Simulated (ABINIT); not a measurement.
# Te (C2/m) in ABINIT: a series of runs

Runs on Te. Level: PBEsol. Tasks: single point.

Everything below comes from runs of ABINIT 10.8.3 (patched build). Logs are shortened: lines on timing, memory, paths and dates and some standing lists are left out, and cuts for length are marked. The log counts tension as positive stress, the text compression.

## 1. Starting point

The structure is monoclinic, space group C2/m (No. 12). The conventional cell has a = 7.641 Å, b = 4.296 Å, c = 5.977 Å, α = 90.00°, β = 90.90°, γ = 90.00°. Around Te (site symmetry 2/m) lie 6 Te at 3.09 to 3.31 Å. Te (site symmetry m) is surrounded by 6 Te at 3.03 to 3.47 Å.

This isn't the form of Te at room conditions, which is trigonal, of chains.

## 2. Single point, PBEsol

run.abi reads:

```
# Pseudopotentials
pp_dirpath "./"
pseudos "Te.upf"

# Structure
acell 4.382851324 4.382851324 5.9768344683 Angstrom
rprim
     0.8716447687    -0.4901381410     0.0000000000
     0.8716447687     0.4901381410     0.0000000000
    -0.0157760547     0.0000000000     0.9998755503
ntypat 1
znucl 52
natom 3
typat 1 1 1
xred
     0.0000000000     0.0000000000     0.0000000000
     0.3094466100     0.3094466100     0.3388094900
     0.6905533900     0.6905533900     0.6611905100
chkprim 0
chksymtnons 0
tolsym 1.0e-6

# Plane-wave basis
ecut 34.0

# k points
kptopt 1
ngkpt 5 5 4
nshiftk 1
shiftk 0.0 0.0 0.0

# Exchange and correlation
ixc -116133

# Bands and occupations
nband 29
occopt 3
tsmear 0.05 eV

# SCF cycle
nstep 100
tolvrs 1.0e-10

# Output
iomode 3
prtwf 0
prtden 0
prteig 0
prtebands 0
enunit 2
```

Potentials or basis: PseudoDojo NC SR PBEsol v0.4.1 standard.

On the command line:

```console
abinit run.abi > log 2>&1
```

run.abo:

```text
.Version 10.8.3 of ABINIT
 Symmetries : space group C2/m (# 12); Bravais mC (1-face-center monocl.)
================================================================================
 Values of the parameters that define the memory need of the present run
     intxc =       0    ionmov =       0      iscf =       7    lmnmax =       6
     lnmax =       6     mgfft =      60  mpssoang =       3    mqgrid =    3001
     natom =       3  nloc_mem =       1    nspden =       1   nspinor =       1
    nsppol =       1      nsym =       4    n1xccc =    2501    ntypat =       1
    occopt =       3   xclevel =       2
       mpw =        6289          nfft =      121500          nkpt =          33
================================================================================
================================================================================

--------------------------------------------------------------------------------
------------- Echo of variables that govern the present computation ------------
--------------------------------------------------------------------------------
 -outvars: echo values of preprocessed input variables --------
            acell      8.2823886529E+00  8.2823886529E+00  1.1294580245E+01 Bohr
              amu      1.27600000E+02
          chkprim           0
      chksymtnons           0
             ecut      3.40000000E+01 Hartree
           enunit           2
              ixc     -116133
         kptrlatt        5    0    0      0    5    0      0    0    4
          kptrlen      4.05951458E+01
            natom           3
            nband          29
            ngfft          45      45      60
             nkpt          33
            nstep         100
             nsym           4
           ntypat           1
           occopt           3
           prtden           0
        prtebands           0
           prteig           0
            prtwf           0
            rprim      8.7164476870E-01 -4.9013814100E-01  0.0000000000E+00
                       8.7164476870E-01  4.9013814100E-01  0.0000000000E+00
                      -1.5776054700E-02  0.0000000000E+00  9.9987555030E-01
          spgroup          12
           tolsym      1.00000000E-06
           tolvrs      1.00000000E-10
           tsmear      1.83746611E-03 Hartree
            typat      1  1  1
           xangst      0.0000000000E+00  0.0000000000E+00  0.0000000000E+00
                       2.3324045850E+00  5.3735404820E-17  2.0247562264E+00
                       5.2138834046E+00 -5.0238895288E-17  3.9513344267E+00
            xcart      0.0000000000E+00  0.0000000000E+00  0.0000000000E+00
                       4.4076058805E+00  1.0154519837E-16  3.8262347395E+00
                       9.8528116870E+00 -9.4937752963E-17  7.4669398983E+00
             xred      0.0000000000E+00  0.0000000000E+00  0.0000000000E+00
                       3.0944661000E-01  3.0944661000E-01  3.3880949000E-01
[... 121 lines left out ...]
    2      0.00054888047530    -0.00000000000000     0.00014381429268
    3     -0.00054888047530     0.00000000000000    -0.00014381429268
 frms,max,avg= 2.6747890E-04 5.4888048E-04   0.000E+00  0.000E+00  0.000E+00 h/b

 cartesian forces (eV/Angstrom) at end:
    1     -0.00000000000000    -0.00000000000000    -0.00000000000000
    2      0.02822456885625    -0.00000000000000     0.00739522826714
    3     -0.02822456885625     0.00000000000000    -0.00739522826714
 frms,max,avg= 1.3754318E-02 2.8224569E-02   0.000E+00  0.000E+00  0.000E+00 e/A
 length scales=  8.282388652932  8.282388652932 11.294580244973 bohr
              =  4.382851324000  4.382851324000  5.976834468300 angstroms
 Fermi (or HOMO) energy (hartree) =   0.18397   Average Vxc (hartree)=  -0.37051
 Eigenvalues (hartree) for nkpt=  33  k points:
 kpt#   1, nband= 29, wtk=  0.01000, kpt=  0.0000  0.0000  0.0000 (reduced coord)
  -1.19292   -1.19211   -1.19104   -1.19009   -1.18974   -1.18960   -1.18932   -1.18896
  -1.18891   -1.18780   -1.18338   -1.18302   -1.18167   -1.17812   -1.17811   -0.32061
  -0.20336   -0.19821    0.08264    0.08390    0.10014    0.10771    0.12255    0.13064
   0.21880    0.21993    0.23988    0.35673    0.37182
      occupation numbers for kpt#   1
   2.00000    2.00000    2.00000    2.00000    2.00000    2.00000    2.00000    2.00000
   2.00000    2.00000    2.00000    2.00000    2.00000    2.00000    2.00000    2.00000
   2.00000    2.00000    2.00000    2.00000    2.00000    2.00000    2.00000    2.00000
   0.00000    0.00000    0.00000    0.00000    0.00000
 prteigrs : prtvol=0 or 1, do not print more k-points.

 Fermi (or HOMO) energy (eV) =   5.00618   Average Vxc (eV)= -10.08203
 Eigenvalues (   eV  ) for nkpt=  33  k points:
 kpt#   1, nband= 29, wtk=  0.01000, kpt=  0.0000  0.0000  0.0000 (reduced coord)
 -32.46107  -32.43886  -32.40973  -32.38393  -32.37450  -32.37069  -32.36314  -32.35335
 -32.35194  -32.32160  -32.20142  -32.19171  -32.15480  -32.05828  -32.05803   -8.72431
  -5.53369   -5.39368    2.24881    2.28312    2.72483    2.93105    3.33485    3.55480
   5.95378    5.98470    6.52758    9.70712   10.11773
 prteigrs : prtvol=0 or 1, do not print more k-points.

--- !EnergyTerms
iteration_state     : {dtset: 1, }
comment             : Components of total free energy in Hartree
kinetic             :  1.70699696136040E+02
hartree             :  7.77113599411766E+01
xc                  : -7.30999692587544E+01
Ewald energy        : -1.80084387847321E+02
psp_core            :  8.01145030203379E+00
local_psp           : -2.28336586629836E+02
non_local_psp       : -8.89337853157482E+01
internal            : -3.14032222672409E+02
'-kT*entropy'       : -2.73124309982940E-04
total_energy        : -3.14032495796719E+02
total_energy_eV     : -8.54525953691391E+03
band_energy         : -3.61039886323428E+01
...

 Cartesian components of stress tensor (hartree/bohr^3)
  sigma(1 1)=  7.91143111E-05  sigma(3 2)=  0.00000000E+00
  sigma(2 2)=  6.88127754E-05  sigma(3 1)=  6.70062736E-06
  sigma(3 3)=  9.20290182E-05  sigma(2 1)=  0.00000000E+00

-Cartesian components of stress tensor (GPa)         [Pressure= -2.3533E+00 GPa]
- sigma(1 1)=  2.32762339E+00  sigma(3 2)=  0.00000000E+00
- sigma(2 2)=  2.02454175E+00  sigma(3 1)=  1.97139263E-01
- sigma(3 3)=  2.70758720E+00  sigma(2 1)=  0.00000000E+00

== END DATASET(S) ==============================================================
================================================================================

 -outvars: echo values of variables after computation  --------
            acell      8.2823886529E+00  8.2823886529E+00  1.1294580245E+01 Bohr
           etotal     -3.1403249580E+02
            fcart     -0.0000000000E+00 -0.0000000000E+00 -0.0000000000E+00
                       5.4888047530E-04 -2.6699527675E-20  1.4381429268E-04
                      -5.4888047530E-04  2.6699527675E-20 -1.4381429268E-04
            rprim      8.7164476870E-01 -4.9013814100E-01  0.0000000000E+00
                       8.7164476870E-01  4.9013814100E-01  0.0000000000E+00
                      -1.5776054700E-02  0.0000000000E+00  9.9987555030E-01
           strten      7.9114311115E-05  6.8812775422E-05  9.2029018232E-05
                       0.0000000000E+00  6.7006273551E-06  0.0000000000E+00
           xangst      0.0000000000E+00  0.0000000000E+00  0.0000000000E+00
                       2.3324045850E+00  5.3735404820E-17  2.0247562264E+00
                       5.2138834046E+00 -5.0238895288E-17  3.9513344267E+00
             xred      0.0000000000E+00  0.0000000000E+00  0.0000000000E+00
                       3.0944661000E-01  3.0944661000E-01  3.3880949000E-01
                       6.9055339000E-01  6.9055339000E-01  6.6119051000E-01
 Calculation completed.
```

Wall time 1.8 min (1 thread of AMD EPYC 9R45 (Zen 5), shared host); peak memory 0.18 GiB.

Results:

- Free energy: -8545.2595 eV
- Pressure: -2.4 GPa
- Largest force: 0.029 eV/Å
- Band gap on the k mesh: none (metal or under the smearing width)
- Valence electrons inside the program's atomic spheres: Te 11.91, 11.89 (radii [1.0584] Å)

Forces on the atoms (eV/Å):
```
Te   0.000  0.000  0.000
Te   0.028  0.000  0.007
Te  -0.028  0.000 -0.007
```

Caveat: the cutoff is short for stress, so the pressure is rough.

## 3. Single point, PBEsol

run.abi: that of step 2 with these lines changed.

```diff
@@ -14,6 +14,6 @@
 typat 1 1 1
-xred
+xcart
      0.0000000000     0.0000000000     0.0000000000
-     0.3094466100     0.3094466100     0.3388094900
-     0.6905533900     0.6905533900     0.6611905100
+     2.3324045851     0.0000000000     2.0247562264
+     5.2138834046     0.0000000000     3.9513344267 Angstrom
 chkprim 0
@@ -23,3 +23,3 @@
 # Plane-wave basis
-ecut 34.0
+ecut 40.0
 
@@ -37,3 +37,3 @@
 occopt 3
-tsmear 0.05 eV
+tsmear 0.00183747
 
@@ -49,2 +49,2 @@
 prtebands 0
-enunit 2
+prtvol 2
```

Potentials or basis: PseudoDojo NC SR PBEsol v0.4.1 standard.

On the command line:

```console
mpirun --bind-to none -np 4 abinit run.abi > log 2>&1
```

Wall time 37 s (4 MPI ranks of AMD EPYC 9R45 (Zen 5), shared host); peak memory 0.56 GiB.

It converged, with:

```yaml
Free_energy: -8545.2750 eV
Pressure: -1.8 GPa
Largest_force: 0.029 eV/Å
Band_gap_on_the_k_mesh: none (metal or under the smearing width)
Valence_electrons_inside_the_program's_atomic_spheres: Te 11.90, 11.89 (radii [1.0584] Å)
```

Forces on the atoms (eV/Å):
```
Te   0.000  0.000  0.000
Te   0.028  0.000  0.008
Te  -0.028  0.000 -0.008
```

Stress tensor (GPa, compression positive):
```
-1.74  0.00 -0.20
 0.00 -1.44  0.00
-0.20  0.00 -2.12
```

Levels at points of the mesh, in eV from the Fermi level:
| k point | band 21 | band 22 | band 23 | band 24 | band 25 | band 26 | band 27 | band 28 |
| --- | --- | --- | --- | --- | --- | --- | --- | --- |
| (0.00, 0.00, 0.00) | -2.28 | -2.08 | -1.67 | -1.45 | 0.95 | 0.98 | 1.52 | 4.70 |
| (0.00, 0.00, 0.50) | -2.64 | -1.22 | -0.82 | -0.38 | -0.21 | -0.16 | 0.14 | 3.72 |

The run has no spin-orbit coupling, so splittings on Te are missing.

## 4. Single point, PBEsol

run.abi reads:

```
# Pseudopotentials
pp_dirpath "./"
pseudos "Te.upf"

# Structure
acell 3*1.0 Angstrom
rprim
     3.8202894285    -2.1482026000     0.0000000000
     3.8202894285     2.1482026000     0.0000000000
    -0.0942908673     0.0000000000     5.9760906531
ntypat 1
znucl 52
natom 3
typat 1 1 1
xred
     0.0000000000     0.0000000000     0.0000000000
     0.3094466100     0.3094466100     0.3388094900
     0.6905533900     0.6905533900     0.6611905100
chkprim 0
chksymtnons 0
tolsym 1.0e-6

# Plane-wave basis
ecut 925.187132 eV

# k points
kptopt 1
ngkpt 5 5 4
nshiftk 1
shiftk 0.0 0.0 0.0

# Exchange and correlation
ixc -116133

# Bands and occupations
nband 29
occopt 3
tsmear 0.00183747

# SCF cycle
nstep 100
tolvrs 1.0e-10

# Output
iomode 3
prtwf 0
prtden 0
prteig 0
prtebands 0
enunit 1
prtvol 2
```

Potentials or basis: PseudoDojo NC SR PBEsol v0.4.1 standard.

On the command line:

```console
abinit run.abi > log 2>&1
```

run.abo:

```text
.Version 10.8.3 of ABINIT
 Symmetries : space group C2/m (# 12); Bravais mC (1-face-center monocl.)
================================================================================
 Values of the parameters that define the memory need of the present run
     intxc =       0    ionmov =       0      iscf =       7    lmnmax =       6
     lnmax =       6     mgfft =      60  mpssoang =       3    mqgrid =    3001
     natom =       3  nloc_mem =       1    nspden =       1   nspinor =       1
    nsppol =       1      nsym =       4    n1xccc =    2501    ntypat =       1
    occopt =       3   xclevel =       2
       mpw =        6289          nfft =      121500          nkpt =          33
================================================================================
================================================================================

--------------------------------------------------------------------------------
------------- Echo of variables that govern the present computation ------------
--------------------------------------------------------------------------------
 -outvars: echo values of preprocessed input variables --------
            acell      1.8897261259E+00  1.8897261259E+00  1.8897261259E+00 Bohr
              amu      1.27600000E+02
          chkprim           0
      chksymtnons           0
             ecut      3.40000000E+01 Hartree
           enunit           1
              ixc     -116133
         kptrlatt        5    0    0      0    5    0      0    0    4
          kptrlen      4.05951458E+01
            natom           3
            nband          29
[... 506 lines left out ...]
local_psp           : -2.28336586617141E+02
non_local_psp       : -8.89337853171953E+01
internal            : -3.14032222671514E+02
'-kT*entropy'       : -2.73125786663552E-04
total_energy        : -3.14032495797301E+02
total_energy_eV     : -8.54525953692976E+03
band_energy         : -3.61039886316608E+01
...

 Cartesian components of stress tensor (hartree/bohr^3)
  sigma(1 1)=  7.91143095E-05  sigma(3 2)=  0.00000000E+00
  sigma(2 2)=  6.88127701E-05  sigma(3 1)=  6.70063115E-06
  sigma(3 3)=  9.20290258E-05  sigma(2 1)=  0.00000000E+00

-Cartesian components of stress tensor (GPa)         [Pressure= -2.3533E+00 GPa]
- sigma(1 1)=  2.32762335E+00  sigma(3 2)=  0.00000000E+00
- sigma(2 2)=  2.02454159E+00  sigma(3 1)=  1.97139375E-01
- sigma(3 3)=  2.70758742E+00  sigma(2 1)=  0.00000000E+00

== END DATASET(S) ==============================================================
================================================================================

 -outvars: echo values of variables after computation  --------
            acell      1.8897261259E+00  1.8897261259E+00  1.8897261259E+00 Bohr
           etotal     -3.1403249580E+02
            fcart     -0.0000000000E+00 -0.0000000000E+00 -0.0000000000E+00
                       5.4888174051E-04 -1.2562444098E-19  1.4381323890E-04
                      -5.4888174051E-04  1.2562444098E-19 -1.4381323890E-04
            rprim      3.8202894285E+00 -2.1482026000E+00  0.0000000000E+00
                       3.8202894285E+00  2.1482026000E+00  0.0000000000E+00
                      -9.4290867300E-02  0.0000000000E+00  5.9760906531E+00
           strten      7.9114309543E-05  6.8812770138E-05  9.2029025841E-05
                       0.0000000000E+00  6.7006311517E-06  0.0000000000E+00
           xangst      0.0000000000E+00  0.0000000000E+00  0.0000000000E+00
                       2.3324045851E+00  3.9524148662E-17  2.0247562264E+00
                       5.2138834046E+00  3.1297868529E-16  3.9513344267E+00
             xred      0.0000000000E+00  0.0000000000E+00  0.0000000000E+00
                       3.0944661000E-01  3.0944661000E-01  3.3880949000E-01
                       6.9055339000E-01  6.9055339000E-01  6.6119051000E-01
 Calculation completed.
```

Wall time 3.5 min (1 thread of Arm Neoverse V2, shared host); peak memory 0.18 GiB.

What came out:

| Property | Result |
| --- | --- |
| Free energy | -8545.2595 eV |
| Pressure | -2.4 GPa |
| Largest force | 0.029 eV/Å |
| Band gap on the k mesh | none (metal or under the smearing width) |
| Valence electrons inside the program's atomic spheres | Te 11.91, 11.89 (radii [1.0584] Å) |

Forces in eV/Å, atoms in the order of the input:
```
Te   0.000  0.000  0.000
Te   0.028  0.000  0.007
Te  -0.028  0.000 -0.007
```

Stress tensor (GPa, compression positive):
```
-2.33  0.00 -0.20
 0.00 -2.02  0.00
-0.20  0.00 -2.71
```

Levels at points of the mesh, in eV from the Fermi level:
| k point | band 20 | band 21 | band 22 | band 23 | band 24 | band 25 | band 26 | band 27 | band 28 | band 29 |
| --- | --- | --- | --- | --- | --- | --- | --- | --- | --- | --- |
| (0.00, 0.00, 0.00) | -2.72 | -2.28 | -2.08 | -1.67 | -1.45 | 0.95 | 0.98 | 1.52 | 4.70 | 5.11 |
| (0.00, 0.00, 0.50) | -2.72 | -2.64 | -1.22 | -0.82 | -0.38 | -0.21 | -0.16 | 0.14 | 3.72 | 4.91 |

Caveat: the cutoff is short for stress, so the pressure is rough.
